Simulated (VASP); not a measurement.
A run of VASP 6.6.1 is set up as follows.

The input INCAR:

```
SYSTEM = Se
PREC = Accurate
ENCUT = 520
EDIFF = 1E-7
ISMEAR = 0
SIGMA = 0.02
LREAL = .FALSE.
LASPH = .TRUE.
NELM = 60
ALGO = Normal
ISIF = 3
LWAVE = .FALSE.
LCHARG = .FALSE.
GGA = PE
IVDW = 12
IBRION = 2
NSW = 80
EDIFFG = -0.002
```

The input KPOINTS:

```
Automatic mesh
0
G
  3 3 2
  0 0 0
```

File POSCAR:

```
Se                                      
1.0
    4.1600671703      0.0000000000      0.0000000000
   -2.0800335851      3.6027238526      0.0000000000
    0.0000000000     -0.0000000000      5.0592846408
  Se            
     3
Direct
     0.2430313708042272    0.0000000000000000    0.3333333300000021
     0.9999999999996720    0.2430313708035712    0.6666666699999979
     0.7569686291961011    0.7569686291964285    0.0000000000000000
```

Potentials or basis: VASP PAW PBE potentials, release 64 (Se).

Launch:

```bash
$ cat potpaw_PBE.64/Se/POTCAR > POTCAR
$ mpirun -np 1 vasp_std > vasp.out
```

What does it give for the dispersion energy per atom?

-0.344 eV.

What does it give for the relaxed cell?

a = 4.160 Å, b = 4.160 Å, c = 5.060 Å, α = 90.00°, β = 90.00°, γ = 120.00°.

Final structure:
```cif
data_structure
_symmetry_space_group_name_H-M 'P 1'
_symmetry_Int_Tables_number 1
_cell_length_a 4.1602
_cell_length_b 4.1602
_cell_length_c 5.0598
_cell_angle_alpha 90.000
_cell_angle_beta 90.000
_cell_angle_gamma 120.000
_cell_volume 75.84
loop_
_atom_site_label
_atom_site_type_symbol
_atom_site_fract_x
_atom_site_fract_y
_atom_site_fract_z
_atom_site_occupancy
Se1 Se 0.24305 0.00000 0.33333 1
Se2 Se 0.00000 0.24305 0.66667 1
Se3 Se 0.75695 0.75695 0.00000 1
```

Caveat: the k mesh is coarse (spacing up to 0.62 Å⁻¹), so the values aren't converged.
